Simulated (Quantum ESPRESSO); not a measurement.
HfN:

```
Hf N
1.0
     0.00000    2.45482    2.45482
     2.45482    0.00000    2.45482
     2.45482    2.45482    0.00000
Hf N
1 1
Direct
  0.00000 0.00000 0.00000
  0.25000 0.25000 0.25000
```

The cell comes from a database or a generator and needn't be the stable form of this composition.

| Item | Value |
| --- | --- |
| Program | Quantum ESPRESSO 7.5 |
| Task | phonons |
| Functional | LDA |
| Potentials or basis | GBRV 1.5 LDA |
| Cutoff | 612 eV |
| Density cutoff | 4898 eV |
| k mesh | 9 × 9 × 9 |
| Occupations | cold, width 0.2 eV |
| Spin | no spin polarisation |
| Target pressure | 15 GPa |
| Form of the LDA correlation | PZ81 |
| Mixing beta | 0.5 |
| Most SCF iterations | 120 |
| SCF threshold | 4e-10 Ry |

The cell and the atoms were relaxed first at 15 GPa, to 13.27 Å³/atom (a = 3.348 Å, b = 3.348 Å, c = 3.348 Å, α = 60.00°, β = 60.00°, γ = 60.00°), and the response was taken there.

What is the highest optical frequency at the zone centre?

590 cm⁻¹, a mode of symmetry T2 (IR and Raman).

Optical modes at Γ, degenerate ones joined:
| cm⁻¹ | components | symmetry | active in |
| --- | --- | --- | --- |
| 590 | 3 | T2 | IR and Raman |

Caveat: the cell is more than 3 GPa from zero pressure, which shifts response properties.
